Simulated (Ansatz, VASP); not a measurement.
# Two plane-wave programs on Hf

```
Hf
1.0
     3.19670    0.00000    0.00000
    -1.59835    2.76842    0.00000
     0.00000    0.00000    5.05780
Hf
2
Direct
  0.66667 0.33333 0.75000
  0.33333 0.66667 0.25000
```

Alike in both runs: task relaxation of cell and atoms; functional PBE; k mesh 10 × 10 × 5; occupations fermi-dirac, width 0.05 eV; no spin polarisation.

```csv
,VASP,Ansatz
version,VASP 6.6.1,Ansatz 0.2.0
potentials or method,"VASP PAW PBE potentials, release 64 (Hf_pv)",Ansatz PAW
plane-wave cutoff (eV),600,420
valence electrons in the cell,20,52
```

|  | VASP | Ansatz | Ansatz less VASP |
| --- | --- | --- | --- |
| gap on the k mesh at the Fermi level, each at its own relaxed structure (eV) | none | none | - |
| relaxed volume (Å³/atom) | 22.42 | 22.51 | +0.092 |
| relaxed cell length with the largest relative difference (Å) | 5.049 | 5.059 | +0.0094 |

A gap of «none» marks a metal or a gap that the smearing closes. The two sets of potentials don't hold the same shells in valence.

Caveats: the plane-wave basis is chosen anew once the cell has moved, so the energies of steps on either side of that aren't comparable (Ansatz). Spin-orbit coupling is left out, which matters for the levels of Hf.
